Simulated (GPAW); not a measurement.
Set up this calculation in GPAW 26.7.0, as an ASE script.

| Item | Value |
| --- | --- |
| Task | relaxation of cell and atoms |
| Functional | PBE |
| Dispersion | D4 |
| Potentials or basis | GPAW PAW data sets (gpaw-data 1.2.1) |
| Cutoff | 600 eV |
| Basis | pw |
| k mesh | 9 × 9 × 4 |
| Occupations | fermi-dirac, width 0.05 eV |
| Spin | no spin polarisation |
| Target pressure | 20 GPa |
| Maxiter | 150 |
| Optimizer | BFGS |
| Fmax | 0.02 eV/Å |
| Max steps | 40 |
| Target pressure | 20 GPa |
| Convergence | density=1e-05 forces=0.0001 |

Crystal: MoS2.

```
CELL_PARAMETERS angstrom
3.22746 0.00000 0.00000
-1.61373 2.79507 0.00000
0.00000 0.00000 6.31247
ATOMIC_POSITIONS crystal
Mo 0.00000 0.00000 0.50000
S 0.66667 0.33333 0.74468
S 0.33333 0.66667 0.25532
```

Measurements of this composition are mostly on another form, of space group No. 194.

One way to write it, as run:

run.py

```python
from ase import Atoms
from ase.calculators.mixing import SumCalculator
from ase.filters import FrechetCellFilter
from ase.io import write
from ase.optimize import BFGS
from ase.units import GPa
from dftd4.ase import DFTD4
from gpaw import GPAW, PW

atoms = Atoms(['Mo', 'S', 'S'],
              cell=[[3.2274645616, 0.0, 0.0],
                    [-1.6137322808, 2.7950663001, 0.0],
                    [0.0, 0.0, 6.31247342]],
              scaled_positions=[[0.0, 0.0, 0.5],
                                [0.6666666667, 0.3333333333, 0.74468068],
                                [0.3333333333, 0.6666666667, 0.25531932]],
              pbc=True)

calc = GPAW(mode=PW(600),
            xc='PBE',
            kpts={'size': (9, 9, 4), 'gamma': True},
            occupations={'name': 'fermi-dirac', 'width': 0.05},
            nbands=25,
            convergence={'density': 1e-05, 'forces': 0.0001},
            maxiter=150,
            txt='gpaw.txt')
atoms.calc = SumCalculator([calc, DFTD4(method='pbe')])
opt = BFGS(FrechetCellFilter(atoms, scalar_pressure=20 * GPa), trajectory='relax.traj', logfile='-')
done = opt.run(fmax=0.02, steps=40)
calc.write('gs.gpw')
write('result.traj', atoms)
print('Converged:', done)
print('Cell:', atoms.cell.cellpar().round(4))
print('Volume:', round(atoms.get_volume(), 4))
print(atoms.get_scaled_positions().round(5))
```

Potentials or basis: GPAW PAW data sets (gpaw-data 1.2.1), pw.

Run with:

```bash
$ OMP_NUM_THREADS=1 python run.py
```

It gave:

```
Relaxed volume                                         : 13.94 Å³/atom
Relaxed cell                                           : a = 3.064 Å, b = 3.064 Å, c = 5.142 Å, α = 90.00°, β = 90.00°, γ = 120.00°
Space group after relaxing (to 0.05 Å)                 : P-3m1 (No. 164)
Energy change on relaxing (the enthalpy is what falls) : +129.1 meV/atom
Ionic steps                                            : 12
Pressure after relaxing                                : 20.1 GPa
Largest force after relaxing                           : 0.005 eV/Å
Band gap on the k mesh                                 : none (metal or under the smearing width)
Dispersion energy per atom                             : -0.538 eV
```

Caveat: later steps reuse the first step's grids; the volume moved by over 15 % at a fixed basis, so the end points are rough.

Run time: 15 min on 1 thread of Arm Neoverse V1 (shared host), peak memory 0.57 GiB.
